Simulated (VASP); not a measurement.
Input of a VASP 6.6.1 run:

INCAR

```
SYSTEM = SnSe
ALGO = Normal ; EDIFF = 1E-6
ENCUT = 520 ; ISIF = 2
ISMEAR = 0 ; LASPH = .TRUE.
LCHARG = .FALSE. ; LMIXTAU = .TRUE.
LREAL = .FALSE. ; LWAVE = .FALSE.
METAGGA = R2SCAN ; NBANDS = 28
NELM = 60 ; PREC = Accurate
SIGMA = 0.02
```

File KPOINTS:

```
k-points
0
G
  6 6 4
  0 0 0
```

Contents of POSCAR:

```
SnSe
1.0
    4.2336300000      0.0000000000      0.0000000000
    0.0000000000      4.2336300000      0.0000000000
    0.0000000000      0.0000000000     11.0038100000
Sn Se
2 2
Direct
    0.5000000000      0.0000000000      0.3783800000
    0.0000000000      0.5000000000      0.6216200000
    0.5000000000      0.0000000000      0.6232000000
    0.0000000000      0.5000000000      0.3768000000
```

KPOINTS_OPT

```
path GXMGZRAZ,XR,MA
20
line-mode
reciprocal
 0.0000000000  0.0000000000  0.0000000000  G
 0.0000000000  0.5000000000  0.0000000000  X

 0.0000000000  0.5000000000  0.0000000000  X
 0.5000000000  0.5000000000  0.0000000000  M

 0.5000000000  0.5000000000  0.0000000000  M
 0.0000000000  0.0000000000  0.0000000000  G

 0.0000000000  0.0000000000  0.0000000000  G
 0.0000000000  0.0000000000  0.5000000000  Z

 0.0000000000  0.0000000000  0.5000000000  Z
 0.0000000000  0.5000000000  0.5000000000  R

 0.0000000000  0.5000000000  0.5000000000  R
 0.5000000000  0.5000000000  0.5000000000  A

 0.5000000000  0.5000000000  0.5000000000  A
 0.0000000000  0.0000000000  0.5000000000  Z

 0.0000000000  0.5000000000  0.0000000000  X
 0.0000000000  0.5000000000  0.5000000000  R

 0.5000000000  0.5000000000  0.0000000000  M
 0.5000000000  0.5000000000  0.5000000000  A
```

Potentials or basis: VASP PAW PBE potentials, release 64 (Sn_d, Se).

The run is started by

```sh
$ cat potpaw_PBE.64/Sn_d/POTCAR potpaw_PBE.64/Se/POTCAR > POTCAR
$ mpirun -np 1 vasp_std > vasp.out
```

**Question.** What does it give for the band gap along the path?

**Answer.** 0.91 eV, direct.

**Question.** Estimate the largest force.

**Answer.** 0.129 eV/Å.

Forces on the atoms (eV/Å):
```
Sn   0.000  0.000 -0.129
Sn   0.000  0.000  0.129
Se   0.000  0.000 -0.095
Se   0.000  0.000  0.095
```

Caveat: the PAW data sets were made with another functional, which shifts forces and pressure a little; spin-orbit coupling is left out, which moves the levels of the heavy elements.
